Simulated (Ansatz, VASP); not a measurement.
## Two plane-wave programs on Si

```
CELL_PARAMETERS angstrom
3.84720 0.00000 0.00000
-1.92360 3.33177 0.00000
0.00000 0.00000 18.44470
ATOMIC_POSITIONS crystal
Si 0.33333 0.66667 0.26958
Si 0.66667 0.33333 0.24397
Si 0.33333 0.66667 0.48495
Si 0.66667 0.33333 0.45934
```

Alike in both runs: task single point; functional PBE; dispersion D3(BJ); k mesh 9 × 9 × 1; occupations gaussian, width 0.1 eV; no spin polarisation.

```csv
,VASP,Ansatz
version,VASP 6.6.1,Ansatz 0.2.0
potentials or method,"VASP PAW PBE potentials, release 64 (Si)","scalar-relativistic, plane waves, PAW"
plane-wave cutoff (eV),520,420
valence electrons in the cell,16,16
```

Ansatz gave:

- gap on the k mesh at the Fermi level (eV): 0.09
- least direct gap on the mesh (eV): 0.20
- rms of the force components (eV/Å): 0.047

Question: What did VASP give for the same quantities?

Answer: gap on the k mesh at the Fermi level (eV): 0.09; least direct gap on the mesh (eV): 0.20; rms of the force components (eV/Å): 0.044.

Atom by atom the forces differ by 0.004 eV/Å (rms over components). Ansatz warned: «xc_potential_rough_in_thin_density».
